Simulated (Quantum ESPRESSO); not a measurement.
A run of Quantum ESPRESSO 7.5:

The input pw.in:

```
&CONTROL
  calculation = 'scf'
  prefix = 'pwscf'
  outdir = './tmp'
  pseudo_dir = './pseudo'
  tprnfor = .true.
  tstress = .true.
  disk_io = 'low'
/
&SYSTEM
  ibrav = 0
  nat = 1
  ntyp = 1
  ecutwfc = 45
  ecutrho = 360
  nbnd = 11
  occupations = 'smearing'
  smearing = 'mv'
  degauss = 0.01469973
/
&ELECTRONS
  conv_thr = 2d-10
  electron_maxstep = 120
  mixing_beta = 0.5
/
ATOMIC_SPECIES
Au   196.9666 au_lda_v1.uspp.F.UPF
CELL_PARAMETERS angstrom
   2.7484100000    0.0000000000    0.0000000000
   0.0000000000    2.7484100000    0.0000000000
   0.0000000000    0.0000000000    2.7484100000
ATOMIC_POSITIONS crystal
Au     0.5000000000    0.5000000000    0.5000000000
K_POINTS automatic
8 8 8 0 0 0
```

File relax.in:

```
&CONTROL
  calculation = 'vc-relax'
  prefix = 'pwscf'
  outdir = './tmp'
  pseudo_dir = './pseudo'
  tprnfor = .true.
  tstress = .true.
  disk_io = 'low'
  nstep = 40
  forc_conv_thr = 0.0001
  etot_conv_thr = 1d-06
/
&SYSTEM
  ibrav = 0
  nat = 1
  ntyp = 1
  ecutwfc = 45
  ecutrho = 360
  nbnd = 11
  occupations = 'smearing'
  smearing = 'mv'
  degauss = 0.01469973
/
&ELECTRONS
  conv_thr = 2d-10
  electron_maxstep = 120
  mixing_beta = 0.5
/
&IONS
  ion_dynamics = 'bfgs'
/
&CELL
  cell_dynamics = 'bfgs'
  press = 0
  press_conv_thr = 0.2
/
ATOMIC_SPECIES
Au   196.9666 au_lda_v1.uspp.F.UPF
CELL_PARAMETERS angstrom
   2.7484100000    0.0000000000    0.0000000000
   0.0000000000    2.7484100000    0.0000000000
   0.0000000000    0.0000000000    2.7484100000
ATOMIC_POSITIONS crystal
Au     0.5000000000    0.5000000000    0.5000000000
K_POINTS automatic
8 8 8 0 0 0
```

The input scf2.in:

```
&CONTROL
  calculation = 'scf'
  prefix = 'pwscf'
  outdir = './tmp'
  pseudo_dir = './pseudo'
  tprnfor = .true.
  tstress = .true.
  disk_io = 'low'
/
&SYSTEM
  ibrav = 0
  nat = 1
  ntyp = 1
  ecutwfc = 45
  ecutrho = 360
  nbnd = 11
  occupations = 'smearing'
  smearing = 'mv'
  degauss = 0.01469973
/
&ELECTRONS
  conv_thr = 1d-13
  electron_maxstep = 120
  mixing_beta = 0.5
  startingpot = 'file'
  startingwfc = 'file'
/
ATOMIC_SPECIES
Au   196.9666 au_lda_v1.uspp.F.UPF
CELL_PARAMETERS angstrom
   2.6684631014    0.0000000000    0.0000000000
   0.0000000000    2.6684631014    0.0000000000
   0.0000000000    0.0000000000    2.6684631014
ATOMIC_POSITIONS crystal
Au     0.5000000000    0.5000000000    0.5000000000
K_POINTS automatic
8 8 8 0 0 0
```

The input ph.in:

```
phonons of Au
&INPUTPH
  prefix = 'pwscf'
  outdir = './tmp'
  tr2_ph = 1d-18
  fildyn = 'dyn'
  niter_ph = 90
  alpha_mix(1) = 0.4
/
0.0000000000 0.5000000000 0.0000000000
```

Potentials or basis: GBRV 1.5 LDA.

Launch:

```sh
$ OMP_NUM_THREADS=1 pw.x -in pw.in > pw.out
$ OMP_NUM_THREADS=1 pw.x -in relax.in > relax.out
$ OMP_NUM_THREADS=1 pw.x -in scf2.in > scf2.out
$ OMP_NUM_THREADS=1 ph.x -in ph.in > ph.out
```

Hardware: 1 thread of Arm Neoverse V1, with other jobs on the host.

Question: Estimate the wall time of this run.

Answer: Run time: 110 s on 1 thread of Arm Neoverse V1 (shared host), peak memory 0.13 GiB. Counts: scf iterations 56, k pools 1, bands 11, ion steps 5, k points 35, g dense 16135.
